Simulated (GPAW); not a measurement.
A calculation with GPAW 26.7.0 of ZrSe2 (native input, Cartesian positions):

The input run.py:

```python
from ase.io import read
from gpaw import PW
from gpaw.dft import DFT

atoms = read('ZrSe2.xyz')

dft = DFT(atoms,
          mode=PW(600),
          xc='PBE',
          kpts={'size': (8, 8, 5), 'gamma': True},
          occupations={'name': 'fermi-dirac', 'width': 0.05},
          nbands=24,
          convergence={'density': 1e-05, 'energy': 1e-05},
          maxiter=150,
          txt='gpaw.txt')
print(f'Energy: {dft.calculate_energy():.6f} eV')
print('Forces (eV/A):')
print(dft.calculate_forces().round(4))
print('Stress (eV/A^3):', dft.calculate_stress().round(6))
dft.write_gpw_file('gs.gpw')
```

ZrSe2.xyz

```xyz
3
Lattice="3.7980000000 0.0000000000 0.0000000000 -1.8990000000 3.2891644836 0.0000000000 0.0000000000 0.0000000000 6.1920000000" Properties=species:S:1:pos:R:3 pbc="T T T"
Zr     0.0000000000      0.0000000000      0.0000000000
Se     1.8990000002      1.0963881611      4.6440000000
Se    -0.0000000002      2.1927763225      1.5480000000
```

Potentials or basis: GPAW PAW data sets (gpaw-data 1.2.1), pw.

The run is started by

```sh
$ OMP_NUM_THREADS=1 python run.py
```

**Question.** Write the same calculation in another form: ASE script, structure typed inline.

**Answer.** As run:

File run.py:

```python
from ase import Atoms
from ase.dft.bandgap import bandgap
from ase.io import write
from ase.units import GPa
from gpaw import GPAW, PW

atoms = Atoms(['Zr', 'Se', 'Se'],
              cell=[[3.798, 0.0, 0.0],
                    [-1.899, 3.2891644836, 0.0],
                    [0.0, 0.0, 6.192]],
              scaled_positions=[[0.0, 0.0, 0.0],
                                [0.6666666667, 0.3333333333, 0.75],
                                [0.3333333333, 0.6666666667, 0.25]],
              pbc=True)

calc = GPAW(mode=PW(600),
            xc='PBE',
            kpts={'size': (8, 8, 5), 'gamma': True},
            occupations={'name': 'fermi-dirac', 'width': 0.05},
            nbands=24,
            convergence={'density': 1e-05, 'energy': 1e-05},
            maxiter=150,
            txt='gpaw.txt')
atoms.calc = calc
energy = atoms.get_potential_energy()
forces = atoms.get_forces()
stress = atoms.get_stress()
calc.write('gs.gpw')
write('result.traj', atoms)
print(f'Energy: {energy:.6f} eV')
print('Forces (eV/A):')
print(forces.round(4))
print('Stress (GPa):', (stress / GPa).round(3))
print('Fermi level:', round(calc.get_fermi_level(), 4), 'eV')
print(f'Gap: {bandgap(calc)[0]:.4f} eV, direct: {bandgap(calc, direct=True)[0]:.4f} eV')
```

Potentials or basis: GPAW PAW data sets (gpaw-data 1.2.1), pw.

Run with:

```bash
$ OMP_NUM_THREADS=1 python run.py
```

Both were run:

|  | native input, Cartesian positions | ASE script, structure typed inline |
| --- | --- | --- |
| Pressure | 1.7 GPa | 1.7 GPa |
| Largest force | 0.259 eV/Å | 0.259 eV/Å |
| Band gap on the k mesh | 0.41 eV, indirect (least direct gap 1.05 eV) | 0.41 eV, indirect (least direct gap 1.05 eV) |

Keys that steer only the numerical path or the files written may differ.

Caveat: an odd mesh through Γ misses points on the zone boundary, where band edges often lie; this functional lacks dispersion, which binds the layers, so the pressure and a relaxed spacing across them are unreliable.
